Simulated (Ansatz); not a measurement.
A single-point calculation of CdSe built on the wurtzite prototype with the plane-wave code Ansatz, at the level HSE06. The cell was relaxed with r2SCAN and then strained, so it isn't that functional's minimum.

```yaml
crystal:
  lattice:
    - [4.3407236653, 0.0, 0.0]
    - [-2.1703618326, 3.759176965, 0.0]
    - [0.0, 0.0, 7.0766459824]
  atoms:
    - { symbol: Cd, position: [0.3333333333, 0.6666666667, -0.0004760037] }
    - { symbol: Cd, position: [0.6666666667, 0.3333333333, 0.4995239963] }
    - { symbol: Se, position: [0.3333333333, 0.6666666667, 0.3754760037] }
    - { symbol: Se, position: [0.6666666667, 0.3333333333, 0.8754760037] }
kpoints:
  mp_grid: { grid: [6, 6, 4] }
  band_path:
    path:
      - [0.0, 0.0, 0.0]
      - [0.5, 0.0, 0.0]
      - [0.3333333333, 0.3333333333, 0.0]
      - [0.0, 0.0, 0.5]
      - [0.5, 0.0, 0.5]
      - [0.3333333333, 0.3333333333, 0.5]
    npoints: 1
hamiltonian:
  xc: hse06
scf:
  occupations: { method: fixed }
  n_extra_bands: 5
output:
  forces: true
  stress: true
  eigenvalues: true
```

In the abridged output below, numbers in square brackets stand for lines, or ends of lines, that were taken out.
```
Functional definition: HSE06
Crystal: 4 atoms, lattice volume = 115.474 Å³
Basis set: ecut = 420 eV, 2273 PW (Γ)
Bands: 41, of which v1, the nominal top of the filled ones, is band 36 counted from 1 (35 counted from 0)
Symmetry: 12 space group operations
Space group: P63mc (ITA 186)
k-points: 21 of 144 (time reversal used)
Exchange kernel: α = 0.2500, screened, ω = 0.2079 Å⁻¹, Wigner–Seitz truncation, v(0) = 1046.8874 eV·Å³, q-mesh 6×6×4
hybrid outer 1: dexx = +2.116e-2 eV, tail = 1.31e-4 eV
hybrid outer 2: dexx = +9.696e-7 eV, tail = 6.47e-8 eV, Δε = 3.20e-3 eV, ΔF = 8.79e-4 eV/Å
NSCF: frozen V_eff on 6 k-points
hybrid SCF converged: 2 outer / 12 inner (+3 warm-up)
Free energy (F): -27460.275218 eV
[1]
--- Forces (eV/Å), atoms counted from 1 ---
  atom   1  Cd      0.00000      0.00000    -0.00121
  atom   2  Cd      0.00000      0.00000    -0.00121
  atom   3  Se      0.00000      0.00000      0.00119
  atom   4  Se      0.00000      0.00000      0.00119
--- Stress (GPa, compression-positive) ---
        0.245502       0.000000       0.000000
        0.000000       0.245502       0.000000
        0.000000       0.000000       0.241058
  P = ⅓ Tr σ = 0.2440 GPa (2.440 kbar)
--- Band table (eV; the first three rows and the last of 21) ---
[2]
```

The rows of the band table are 0: (0, 0, 0) = Γ, 1: (0, 0, 1/4), 2: (0, 0, -1/2) = A, 20: (1/3, 1/3, -1/2) = H.

Task: What stood in the gaps? They hold the Fermi energy and the band table.

Result:
```
[1]
Fermi energy:    6.535426 eV
[2]
  k-point 0: bands = […, 2.0248, 5.7520, 5.7520, 6.4945, 6.5354, 6.5354, 8.0796, 9.6734, 13.4219, 13.4219, …]
  k-point 1: bands = […, 2.5598, 5.3856, 5.8588, 5.8588, 6.4119, 6.4119, 9.0537, 9.7688, 13.2725, 13.5072, …]
  k-point 2: bands = […, 3.8352, 3.8352, 6.1271, 6.1271, 6.1271, 6.1271, 9.8182, 9.8182, 13.3571, 13.3571, …]
  k-point 20: bands = […, 2.3104, 2.3104, 4.0390, 4.0390, 5.3932, 5.3932, 11.2721, 11.2721, 13.2476, 13.2476, …]
```
Only the leading digits can be foreseen; the rest is this run's record.

With HSE06 the gap is 1.54 eV and direct, at Γ. The mean stress, +0.2 GPa, is small, and the program warns that its thresholds are loose for a hybrid's stress.

It took 57 s on 1 × NVIDIA H100 80GB HBM3 with 2 threads of AMD EPYC 7R13 Processor (Zen 3) (shared host), load about 0.7 per core; peak host memory 3.8 GiB.

Spin-unpolarised throughout; all numbers are computed.

Spin-orbit coupling is left out.

The meshes of the hybrids are coarse, so their gaps aren't converged to the digits shown.
